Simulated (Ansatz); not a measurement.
TiO2 (Anatase):

```
Ti O
1.0
    -1.89210    1.89210    4.75730
     1.89210   -1.89210    4.75730
     1.89210    1.89210   -4.75730
Ti O
2 4
Direct
  0.75000 0.25000 0.50000
  0.00000 0.00000 0.00000
  0.79190 0.79190 0.00000
  0.54190 0.04190 0.50000
  0.95810 0.45810 0.50000
  0.20810 0.20810 0.00000
```

* Program: Ansatz 0.2.0
* Task: relaxation of cell and atoms
* Functional: PBE
* Potentials or basis: Ansatz PAW earlier set
* Cutoff: 930 eV (not typed: the program's choice for these potentials)
* k mesh: 10 × 10 × 10
* Occupations: fermi-dirac, width 0.05 eV
* Spin: no spin polarisation

At the start: volume 11.35 Å³/atom.

Question: Where does the relaxation end?

Answer: It ends after 5 steps and the volume is 11.67 Å³/atom (+2.7 %); space group I4_1/amd (No. 141, to 0.05 Å).

Step by step:
```tsv
step	energy change (eV)	largest force (eV/Å)	volume (Å³)
1	0.0000	0.1050	68.13
2	-0.0252	0.0339	69.32
3	-0.0289	0.0047	69.95
4	-0.0294	0.0055	69.99
5	-0.0295	0.0055	69.99
```

Final structure:
```
Ti O
1.0
    -1.89997    1.89997    4.84740
     1.89997   -1.89997    4.84740
     1.89997    1.89997   -4.84740
Ti O
2 4
Cartesian
  0.0000 1.9000 2.4237
  0.0000 0.0000 0.0000
  0.0000 0.0000 7.6920
  0.0000 1.9000 0.4209
  0.0000 1.9000 4.4265
  0.0000 0.0000 2.0028
```

Caveat: the plane-wave basis is chosen anew once the cell has moved, so the energies of steps on either side of that aren't comparable.
